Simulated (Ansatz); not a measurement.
A run of Ansatz 0.2.0 is set up as follows.

The input input.yaml:

```yaml
crystal:
  lattice:
    - [0.0, 2.035, 2.035]
    - [2.035, 0.0, 2.035]
    - [2.035, 2.035, 0.0]
  atoms:
    - { symbol: Au, position: [0.0, 0.0, 0.0] }
kpoints:
  mp_grid: { grid: [8, 8, 8] }
scf:
  occupations: { method: fermi_dirac, width: 0.03 }
hamiltonian:
  xc: pbe
  pseudopotentials: { kind: all_electron, lapw: { basis_error: 0.003 } }
output:
  forces: true
  stress: true
  eigenvalues: true
```

Potentials or basis: all-electron LAPW, scalar-relativistic.

Run with:

```console
$ ansatz run input.yaml --threads 1 --pin off --max-ram 2560MiB --backend cpu --events-out ev --progress --plain --runs-dir out
```

Problem. What does it give for the band gap on the k mesh?

Solution. None (metal or under the smearing width).

Problem. What does it give for the pressure?

Solution. 11.8 GPa.

 The run has no spin-orbit coupling, so splittings on Au are missing.
